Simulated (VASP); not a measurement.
# BP (F-43m) in VASP: a series of runs

The runs below take BP through G0W0 quasiparticle levels, dielectric tensor, with PBE, LDA.

Everything below comes from runs of VASP 6.6.1. Logs are shortened: lines on timing, memory, paths and dates and some standing lists are left out, and cuts for length are marked.

## Step 1: Starting point

The structure is cubic, space group F-43m (No. 216). Conventional cell: a = 4.538 Å, b = 4.538 Å, c = 4.538 Å, α = 90.00°, β = 90.00°, γ = 90.00°. Around P (site symmetry -43m) lie 4 B at 1.97 Å. Around B (site symmetry -43m) lie 4 P at 1.97 Å.

## Step 2: G0W0 quasiparticle levels, PBE

The input, POSCAR:

```
BP
1.0
    0.0000000000      2.2690000000      2.2690000000
    2.2690000000      0.0000000000      2.2690000000
    2.2690000000      2.2690000000      0.0000000000
P B
1 1
Direct
    0.7500000000      0.7500000000      0.7500000000
    0.0000000000      0.0000000000      0.0000000000
```

The input, INCAR.step1:

```
PREC = Accurate
ENCUT = 450
EDIFF = 1E-8
ISMEAR = 0
SIGMA = 0.01
LREAL = False
LASPH = True
NELM = 80
ALGO = Normal
LWAVE = True
LCHARG = False
GGA = PE
```

The input, INCAR.step2:

```
PREC = Accurate
ENCUT = 450
EDIFF = 1E-8
ISMEAR = 0
SIGMA = 0.01
LREAL = False
LASPH = True
NELM = 1
ALGO = Exact
LWAVE = True
LCHARG = False
GGA = PE
NBANDS = 97
LOPTICS = True
ISTART = 1
```

The input, INCAR.step3:

```
PREC = Accurate
ENCUT = 450
EDIFF = 1E-8
ISMEAR = 0
SIGMA = 0.01
LREAL = False
LASPH = True
ALGO = EVGW0
LWAVE = False
LCHARG = False
GGA = PE
NELMGW = 1
NBANDS = 97
ENCUTGW = 100
NOMEGA = 48
PRECFOCK = Fast
ISTART = 1
NBANDSGW = 12
```

The input, KPOINTS:

```
regular mesh
0
Gamma
  3 3 3
```

Potentials or basis: VASP PAW PBE potentials, release 64 (P_GW, B_GW).

Command:

```sh
cat potpaw_PBE.64/P_GW/POTCAR potpaw_PBE.64/B_GW/POTCAR > POTCAR
cp INCAR.step1 INCAR
mpirun -np 1 vasp_std > vasp.out
cp INCAR.step2 INCAR
mpirun -np 1 vasp_std > vasp.out
cp INCAR.step3 INCAR
mpirun -np 1 vasp_std > vasp.out
```

OUTCAR:

```text
PREC = Accurate
   ENCUT = 450
   EDIFF = 1E-8
   ISMEAR = 0
   LREAL = False
   LASPH = True
   GGA = PE
   NELMGW = 1
   ENCUTGW = 100
   PRECFOCK = Fast
   ISTART = 1

 Found      4 irreducible k-points:

 Following reciprocal coordinates:
            Coordinates               Weight
  0.000000  0.000000  0.000000      1.000000
  0.333333  0.000000  0.000000      8.000000
  0.333333  0.333333  0.000000      6.000000
 -0.333333  0.333333  0.000000     12.000000
   k-points           NKPTS =      4   k-points in BZ     NKDIM =     27   number of bands    NBANDS=     97
   number of dos      NEDOS =    301   number of ions     NIONS =      2
   total plane-waves  NPLWV =  13824
   dimension x,y,z NGX =    24 NGY =   24 NGZ =   24
   dimension x,y,z NGXF=    48 NGYF=   48 NGZF=   48
   ions per type =               1   1
   NGX,Y,Z   is equivalent  to a cutoff of  12.43, 12.43, 12.43 a.u.
   NGXF,Y,Z  is equivalent  to a cutoff of  24.87, 24.87, 24.87 a.u.
 SYSTEM =  unknown system
   PREC   = accura    normal or accurate (medium, high low for compatibility)
   ISTART =      1    job   : 0-new  1-cont  2-samecut
   ICHARG =      0    charge: 1-file 2-atom 10-const
   ISPIN  =      1    spin polarized calculation?
   LNONCOLLINEAR =      F non collinear calculations
   LSORBIT =      F    spin-orbit coupling
   LASPH  =      T    aspherical Exc in radial PAW
   ENCUT  =  450.0 eV  33.07 Ry    5.75 a.u.   5.55  5.55  5.55*2*pi/ulx,y,z
   NELM   =     60;   NELMIN=  2; NELMDL=  0     # of ELM steps
   EDIFF  = 0.1E-07   stopping-criterion for ELM
   LREAL  =      F    real-space projection
   EDIFFG = 0.1E-06   stopping-criterion for IOM
   NSW    =      0    number of steps for IOM
   IBRION =     -1    ionic relax: 0-MD 1-quasi-New 2-CG
   NFREE  =      0    steps in history (QN), initial steepest desc. (CG)
   ISIF   =      0    stress and relaxation
   ISYM   =      3    0-nonsym 1-usesym 2-fastsym
   POTIM  = 0.5000    time-step for ionic-motion
   TEBEG  =    0.0;   TEEND  =   0.0 temperature during run
   PSTRESS=    0.0 pullay stress
   NELECT =       8.0000    total number of electrons
   NUPDOWN=      -1.0000    fix difference up-down
   EMIN   =  10.00;   EMAX   =-10.00  energy-range for DOS
   EFERMI =   0.00;   METHOD = LEGACY
   ISMEAR =     0;   SIGMA  =   0.01  broadening in eV -4-tet -1-fermi 0-gaus
   EFERMI_NEDOS =   21; number of points for ismear=-14 and -15
   IALGO  =     38    algorithm
   IMIX   =      4    mixing-type and parameters
     AMIX     =   0.40;   BMIX     =  1.00
     AMIX_MAG =   1.60;   BMIX_MAG =  1.00
  volume/ion in A,a.u.               =      11.68        78.83
  Fermi-wavevector in a.u.,A,eV,Ry     =   1.145320  2.164342 17.847562  1.311759
  Thomas-Fermi vector in A             =   2.282009
   LORBIT       =      0    0 simple, 1 ext, 2 COOP (PROOUT), +10 PAW based schemes
   GGA     = PE    functional components
   LHFCALC =     T    Hartree Fock is set to
   PRECFOCK=fast      Normal, Fast or Accurate (Low or Medium for compatibility)
   ENCUT4O =  -1.0   cutoff for four orbital integrals eV
   NKREDX  =     1    reduce k-point grid by
   NKREDY  =     1    reduce k-point grid by
   NKREDZ  =     1    reduce k-point grid by
   AEXX    =    1.0000 exact exchange contribution
   HFSCREEN=    0.0000 screening length (either q_TF or 0.3 A-1)
   HFSCREENC=   0.0000 screening length for correlation (either q_TF or 0.3 A-1)
   ENCUTFOCK=  -1.0 apply spherical cutoff to Coloumb kernel
   IVDW    =     0    specifies the selected vdW correction
   LEPSILON=     F    determine dielectric tensor
   LRPA    =     F    only Hartree local field effects (RPA)
   LRPAFORCE           =     F    calculate RPA forces
   ENCUTGW             = 100.0    cutoff for response function in eV
   ENCUTGWSOFT         =  80.0    soft cutoff for Coulomb kernel in GW response function in eV
   ENCUTLF             =  -1.0    cutoff for local field effects
   NELMGW              =     1    number of iterations in solving QP/BSE equation
   NELMHF              =     1    number of iterations in the inner HF iteration
   NKREDLFX            =     1    NKREDLFY  =   1   NKREDLFZ  =   1
 non-spin polarized calculation
 Gauss-broadening in eV      SIGMA  =   0.01
  energy-cutoff  :      450.00
  volume of cell :       23.36
 maximum number of plane-waves:       531
 NGX is ok and might be reduce to    24
  NGX = 14; NGY = 14; NGZ = 14
   NGX = 11   NGY = 11   NGZ = 11
 maximum number of plane-waves:        59
 NGX is ok and might be reduce to    14

 QP shifts <psi_nk| G(iteration)W_0 |psi_nk>: iteration 1
 for sc-GW calculations column KS-energies equals QP-energies in previous step
 and V_xc(KS)=  KS-energies - (<T + V_ion + V_H > + <T+V_H+V_ion>^1  + <V_x>^1)

 k-point   1 :       0.0000    0.0000    0.0000
  band No.  KS-energies  QP-energies   sigma(KS)   V_xc(KS)     V^pw_x(r,r')   Z            occupation Imag(sigma)

      1      -8.2562      -8.9919     -13.0553     -12.0443     -20.4104       0.7278       2.0000       1.4799
      2       7.2423       6.8569     -13.8217     -13.3323     -15.6940       0.7874       2.0000       0.0981
      3       7.2423       6.8569     -13.8217     -13.3323     -15.6940       0.7874       2.0000       0.0981
      4       7.2423       6.8569     -13.8217     -13.3323     -15.6940       0.7874       2.0000       0.0981
      5      10.5996      10.9948     -11.5493     -12.0587      -6.6990       0.7758       0.0000      -0.0937
      6      10.5996      10.9948     -11.5493     -12.0587      -6.6990       0.7758       0.0000      -0.0937
      7      10.5996      10.9948     -11.5493     -12.0587      -6.6990       0.7758       0.0000      -0.0937
      8      14.6211      15.0766     -12.1461     -12.7388      -5.8616       0.7684       0.0000      -0.2407
      9      18.7364      18.5877      -9.5352      -9.3455      -3.2088       0.7840       0.0000      -0.3857
     10      19.2001      19.7138     -11.0800     -11.7529      -4.8887       0.7634       0.0000      -0.2522
     11      19.2001      19.7138     -11.0800     -11.7529      -4.8887       0.7634       0.0000      -0.2522
     12      22.8563      22.9196      -9.7869      -9.8669      -2.7229       0.7909       0.0000      -0.7637

 k-point   2 :       0.3333    0.0000    0.0000
  band No.  KS-energies  QP-energies   sigma(KS)   V_xc(KS)     V^pw_x(r,r')   Z            occupation Imag(sigma)

      1      -6.3381      -7.0469     -13.2269     -12.2494     -19.8743       0.7251       2.0000       1.1048
      2       0.4812      -0.1665     -13.0572     -12.1915     -16.7983       0.7482       2.0000       0.2843
      3       5.7643       5.3093     -13.6413     -13.0562     -15.8315       0.7777       2.0000       0.1103
      4       5.7643       5.3093     -13.6413     -13.0562     -15.8315       0.7777       2.0000       0.1103
      5      11.1127      11.4322     -11.6734     -12.0845      -6.5521       0.7773       0.0000      -0.1073
      6      12.0497      12.4555     -11.3096     -11.8323      -6.1150       0.7764       0.0000      -0.1153
      7      12.0497      12.4555     -11.3096     -11.8323      -6.1150       0.7764       0.0000      -0.1153
      8      17.3386      17.5700     -10.6642     -10.9706      -3.9912       0.7551       0.0000      -0.3430
      9      19.0046      19.4006     -10.9241     -11.4359      -4.5850       0.7739       0.0000      -0.3554
     10      19.0046      19.4006     -10.9241     -11.4359      -4.5850       0.7739       0.0000      -0.3554
     11      20.6568      20.7625     -10.3644     -10.5014      -3.6857       0.7716       0.0000      -0.4648
     12      24.9945      25.2776     -10.9200     -11.2976      -3.3551       0.7497       0.0000      -0.7746

 k-point   3 :       0.3333    0.3333    0.0000
  band No.  KS-energies  QP-energies   sigma(KS)   V_xc(KS)     V^pw_x(r,r')   Z            occupation Imag(sigma)

      1      -5.6621      -6.4047     -13.2767     -12.2893     -19.6316       0.7521       2.0000       1.0064
      2       1.6264       1.0054     -13.7182     -12.9007     -17.2483       0.7596       2.0000       0.2526
      3       3.7285       3.1732     -13.2953     -12.5712     -16.0353       0.7668       2.0000       0.1409
      4       3.7285       3.1732     -13.2953     -12.5712     -16.0353       0.7668       2.0000       0.1409
      5       8.5793       8.7484     -10.8426     -11.0563      -6.2808       0.7915       0.0000      -0.0820
      6      10.4955      10.6350     -10.2816     -10.4579      -5.2513       0.7910       0.0000      -0.0991
      7      16.8164      17.4307     -11.9477     -12.7487      -5.5689       0.7669       0.0000      -0.3003
      8      16.8164      17.4307     -11.9477     -12.7487      -5.5689       0.7669       0.0000      -0.3003
      9      20.8930      21.4066     -11.9668     -12.6458      -4.7080       0.7564       0.0000      -0.5441
     10      21.8821      22.4323     -11.1977     -11.9044      -4.3625       0.7786       0.0000      -0.5207
     11      24.4353      24.7177     -10.8568     -11.2334      -3.5072       0.7500       0.0000      -0.7142
     12      26.9735      27.4347     -11.4288     -12.0371      -3.5594       0.7583       0.0000      -1.1046

 k-point   4 :      -0.3333    0.3333    0.0000
  band No.  KS-energies  QP-energies   sigma(KS)   V_xc(KS)     V^pw_x(r,r')   Z            occupation Imag(sigma)

      1      -3.8247      -4.4636     -13.5807     -12.7142     -19.3027       0.7373       2.0000       0.7454
      2      -0.6121      -1.3362     -13.4820     -12.5124     -17.8964       0.7468       2.0000       0.4143
      3       0.8718       0.2007     -12.5096     -11.6314     -15.7545       0.7642       2.0000       0.2196
      4       4.1665       3.6269     -13.3952     -12.6946     -16.0028       0.7701       2.0000       0.1339
      5       9.8351      10.0230     -10.6713     -10.9091      -5.8143       0.7902       0.0000      -0.0938
      6      15.4335      15.7850     -11.1392     -11.5956      -5.2861       0.7700       0.0000      -0.2107
      7      15.7422      16.3034     -11.6099     -12.3392      -5.3371       0.7696       0.0000      -0.2721
      8      16.9753      17.4750     -11.8282     -12.4877      -5.3046       0.7577       0.0000      -0.3154
      9      17.6280      18.0978     -11.5228     -12.1376      -5.1107       0.7640       0.0000      -0.3105
     10      18.8698      19.2533     -10.8750     -11.3649      -4.7725       0.7830       0.0000      -0.3329
     11      25.9044      26.3303     -11.5048     -12.0791      -3.4867       0.7416       0.0000      -0.8920
     12      27.2862      27.3518     -10.0649     -10.1504      -2.6179       0.7673       0.0000      -0.9474
```

It took 10 s on 1 thread of Intel Xeon 6975P-C (Granite Rapids), shared host; peak memory 0.16 GiB.

The run converged, but some of its settings lie outside the range that counts as converged, so its numbers aren't taken as properties of the crystal.

Results:

| Property | Result |
| --- | --- |
| Band gap on the k mesh, mean-field level | 1.34 eV, indirect (least direct gap 3.36 eV) |
| Quasiparticle gap | 1.89 eV |
| Least direct quasiparticle gap | 4.14 eV |

Caveat: the k mesh is coarse (spacing up to 0.80 Å⁻¹), so the values aren't converged; bands, screening cutoff and mesh are small and nothing is extrapolated, so the quasiparticle values aren't converged; an odd mesh through Γ misses points on the zone boundary, where band edges often lie.

## Step 3: G0W0 quasiparticle levels, PBE

POSCAR is that of step 2.

INCAR.step1 is that of step 2.

Edit INCAR.step2 of step 2 so:

```diff
@@ -12,3 +12,3 @@
 GGA = PE
-NBANDS = 97
+NBANDS = 144
 LOPTICS = True
```

Edit INCAR.step3 of step 2 so:

```diff
@@ -12,3 +12,3 @@
 NELMGW = 1
-NBANDS = 97
+NBANDS = 144
 ENCUTGW = 100
```

KPOINTS is that of step 2.

Potentials or basis: VASP PAW PBE potentials, release 64 (P_GW, B_GW).

Command:

```sh
cat potpaw_PBE.64/P_GW/POTCAR potpaw_PBE.64/B_GW/POTCAR > POTCAR
cp INCAR.step1 INCAR
mpirun -np 1 vasp_std > vasp.out
cp INCAR.step2 INCAR
mpirun -np 1 vasp_std > vasp.out
cp INCAR.step3 INCAR
mpirun -np 1 vasp_std > vasp.out
```

OUTCAR:

```text
PREC = Accurate
   ENCUT = 450
   EDIFF = 1E-8
   ISMEAR = 0
   LREAL = False
   LASPH = True
   GGA = PE
   NELMGW = 1
   ENCUTGW = 100
   PRECFOCK = Fast
   ISTART = 1

 Found      4 irreducible k-points:

 Following reciprocal coordinates:
            Coordinates               Weight
  0.000000  0.000000  0.000000      1.000000
[... 86 lines left out ...]
      2       7.2423       6.8384     -13.8450     -13.3323     -15.6940       0.7878       2.0000       0.1020
      3       7.2423       6.8384     -13.8450     -13.3323     -15.6940       0.7878       2.0000       0.1020
      4       7.2423       6.8384     -13.8450     -13.3323     -15.6940       0.7878       2.0000       0.1020
      5      10.5996      10.9757     -11.5745     -12.0587      -6.6990       0.7766       0.0000      -0.0882
      6      10.5996      10.9757     -11.5745     -12.0587      -6.6990       0.7766       0.0000      -0.0882
      7      10.5996      10.9757     -11.5745     -12.0587      -6.6990       0.7766       0.0000      -0.0882
      8      14.6211      15.0451     -12.1875     -12.7388      -5.8616       0.7690       0.0000      -0.2322
      9      18.7364      18.5636      -9.5658      -9.3455      -3.2088       0.7844       0.0000      -0.3774
     10      19.2001      19.6881     -11.1151     -11.7529      -4.8887       0.7649       0.0000      -0.2426
     11      19.2001      19.6881     -11.1151     -11.7529      -4.8887       0.7649       0.0000      -0.2426
     12      22.8563      22.8909      -9.8231      -9.8669      -2.7229       0.7913       0.0000      -0.7544
[... 36 lines left out ...]
      1      -3.8247      -4.4738     -13.5943     -12.7142     -19.3027       0.7375       2.0000       0.7454
      2      -0.6121      -1.3464     -13.4952     -12.5124     -17.8964       0.7471       2.0000       0.4148
      3       0.8718       0.1923     -12.5197     -11.6314     -15.7545       0.7649       2.0000       0.2208
      4       4.1665       3.6138     -13.4118     -12.6946     -16.0028       0.7707       2.0000       0.1363
      5       9.8351      10.0084     -10.6902     -10.9091      -5.8143       0.7913       0.0000      -0.0896
      6      15.4335      15.7605     -11.1708     -11.5956      -5.2861       0.7698       0.0000      -0.2017
      7      15.7422      16.2768     -11.6455     -12.3392      -5.3371       0.7706       0.0000      -0.2621
      8      16.9753      17.4443     -11.8689     -12.4877      -5.3046       0.7578       0.0000      -0.3040
      9      17.6280      18.0678     -11.5622     -12.1376      -5.1107       0.7641       0.0000      -0.2993
     10      18.8698      19.2262     -10.9100     -11.3649      -4.7725       0.7836       0.0000      -0.3233
     11      25.9044      26.2877     -11.5611     -12.0791      -3.4867       0.7399       0.0000      -0.8747
     12      27.2862      27.3159     -10.1117     -10.1504      -2.6179       0.7673       0.0000      -0.9342
```

OUTCAR.step1:

```text
PREC = Accurate
   ENCUT = 450
   EDIFF = 1E-8
   ISMEAR = 0
   LREAL = False
[... 152 lines left out ...]
      3.40350      3.40350      3.40350        -0.000000     -0.000000      0.000000
      0.00000      0.00000      0.00000         0.000000      0.000000     -0.000000
 -----------------------------------------------------------------------------------
    total drift:                               -0.000000     -0.000000     -0.000000

  FREE ENERGIE OF THE ION-ELECTRON SYSTEM (eV)
  ---------------------------------------------------
  free  energy   TOTEN  =       -12.2920936089 eV

  energy  without entropy=      -12.2920936089  energy(sigma->0) =      -12.29209361
```

OUTCAR.step2:

```text
PREC = Accurate
   ENCUT = 450
   EDIFF = 1E-8
   ISMEAR = 0
   LREAL = False
[... 518 lines left out ...]
     0.00000    18.76896    18.76896    18.76896    -0.00000    -0.00000    -0.00000
     2.31213    24.68169    24.68169    24.68169    -0.00000    -0.00000    -0.00000
     4.62425    55.71524    55.71524    55.71524    -0.00000    -0.00000    -0.00000
     6.93638   -36.44857   -36.44857   -36.44857     0.00000     0.00000    -0.00000
     9.24850    -8.70679    -8.70679    -8.70679     0.00000     0.00000     0.00000
    11.56063    -2.72404    -2.72404    -2.72404    -0.00000     0.00000     0.00000
[... 92 lines left out ...]
   226.58835     0.98721     0.98721     0.98721     0.00000     0.00000     0.00000
   228.90048     0.98747     0.98747     0.98747     0.00000     0.00000     0.00000
```

Run time: 13 s. Hardware: 1 thread of Intel Xeon 6975P-C (Granite Rapids), shared host; peak memory 0.17 GiB.

These settings aren't checked as converged: the numbers below hold their error.

Results:

```
Band gap on the k mesh, mean-field level : 1.34 eV, indirect (least direct gap 3.36 eV)
Quasiparticle gap                        : 1.90 eV
Least direct quasiparticle gap           : 4.14 eV
```

Caveat: the k mesh is coarse (spacing up to 0.80 Å⁻¹), so the values aren't converged; bands, screening cutoff and mesh are small and nothing is extrapolated, so the quasiparticle values aren't converged; an odd mesh through Γ misses points on the zone boundary, where band edges often lie.

(Part 1 of 3 ends here.)
